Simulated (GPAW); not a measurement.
Runs of GPAW 26.7.0 on ZnS (Wurtzite-2H). Symmetry: P6_3mc, No. 186, hexagonal system. The conventional cell has a = 3.811 Å, b = 3.811 Å, c = 6.234 Å, α = 90.00°, β = 90.00°, γ = 120.00°. Around Zn (site symmetry 3m) lie 4 S at 2.31 to 2.40 Å. Around S (site symmetry 3m) lie 4 Zn at 2.31 to 2.40 Å. 

```csv
task,level,potentials or basis,k mesh,cutoff (eV),hybrids on these orbitals,oneshot functional,band path,band points,older calculator (legacy_gpaw),gap on the mesh (eV),pressure (GPa),largest force (eV/Å)
one-shot levels of the hybrid HSE06,LDA,"the program's PAW data sets (release 1.2.1) made for this functional, pw",5 × 5 × 3,500,"["HSE06", "EXX", "PBE0"]",HSE06,-,-,-,1.99,-4.4,0.29
band structure,AM05,"PAW data sets generated in the run's folder for this functional, pw",6 × 6 × 3,600,-,-,"GMKGALHA,LM,KH",100,-,2.23,(b),0.31
band structure,SOGGA,"PAW data sets generated in the run's folder for this functional, pw",6 × 6 × 3,600,-,-,"GMKGALHA,LM,KH",100,-,2.09,-1.5,0.31
band structure,optB88-vdW,"GPAW PAW data sets (gpaw-data 1.2.1), pw",6 × 6 × 3,600,-,-,"GMKGALHA,LM,KH",80,yes,2.25,-,(a)
```

Alike in all rows: no spin polarisation; cell as given; smearing fermi-dirac 0.05 eV.

Fill in the values left out.

(a) 0.34; (b) -0.6.

Caveats: the cutoff is short for stress and forces, so pressures can be off by a GPa or more (some runs); energy and the plain gap are those of the semilocal run (some runs); the hybrids' values are one shot on its orbitals and mesh (some runs); the PAW data sets were made with another functional, which shifts forces and pressure a little (some runs).

